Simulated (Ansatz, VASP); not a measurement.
# One calculation of GaN, two programs

Contents of POSCAR:

```
GaN
1.0
    0.0000000000      2.2489525415      2.2489525415
    2.2763897625      0.0000000000      2.2489525415
    2.2763897625      2.2489525415      0.0000000000
Ga N
1 1
Direct
    0.0000000000      0.0000000000      0.0000000000
    0.2500000000      0.2500000000      0.2500000000
```

INCAR.step1

```
PREC = Accurate
ENCUT = 520
EDIFF = 1E-5
ISMEAR = 0
SIGMA = 0.01
LREAL = F
LASPH = T
NELM = 100
ALGO = Normal
ISIF = 2
LWAVE = T
LCHARG = F
NBANDS = 16
GGA = PE
```

INCAR.step2

```
PREC = Accurate
ENCUT = 520
EDIFF = 1E-7
ISMEAR = 0
SIGMA = 0.01
LREAL = F
LASPH = T
NELM = 100
ALGO = Normal
ISIF = 2
LWAVE = F
LCHARG = F
GGA = PE
LHFCALC = T
HFSCREEN = 0.2079
PRECFOCK = Normal
NBANDS = 16
ISTART = 1
```

Contents of KPOINTS:

```
regular mesh
0
Gamma
  6 6 6
```

Input for Ansatz:

```yaml
crystal:
  lattice:
    - [0.0, 2.2489525415, 2.2489525415]
    - [2.2763897625, 0.0, 2.2489525415]
    - [2.2763897625, 2.2489525415, 0.0]
  atoms:
    - { symbol: Ga, position: [0.0, 0.0, 0.0] }
    - { symbol: "N", position: [0.25, 0.25, 0.25] }
kpoints:
  mp_grid: { grid: [6, 6, 6] }
  band_path:
    path:
      - [0.0, 0.0, 0.0]
      - [-0.5, -0.5, 0.0]
      - [-0.375, -0.375, 0.25]
      - [-0.375, 0.0, 0.375]
      - [0.0, 0.0, 0.5]
      - [-0.5, -0.25, 0.25]
    npoints: 1
hamiltonian:
  xc: hse06
scf:
  occupations: { method: fixed }
  n_extra_bands: 4
output:
  forces: true
  stress: true
  eigenvalues: true
```

Change from the starting cell: uniaxial_x strain +1.2%.

Alike in both runs: task single point; functional HSE06; k mesh 6 × 6 × 6; no spin polarisation.

```csv
,VASP,Ansatz
version,VASP 6.6.1,Ansatz 0.2.0
potentials or method,"VASP PAW PBE potentials, release 64 (Ga_d, N)","plane waves, PAW"
plane-wave cutoff (eV),520,420
occupations,"gaussian, width 0.01 eV",fixed
valence electrons in the cell,18,18
```

|  | VASP | Ansatz | Ansatz less VASP |
| --- | --- | --- | --- |
| gap on the k mesh at the Fermi level (eV) | 2.91 | 2.90 | -0.015 |
| pressure (GPa) | -2.5 | -2.4 | +0.06 |
| largest component of the traceless stress (GPa) | 1.13 | 1.12 | -0.004 |

Ansatz warned: «stress_exchange_threshold_loose».

Caveats: the PAW data sets were made with another functional, which shifts forces and pressure a little (VASP).
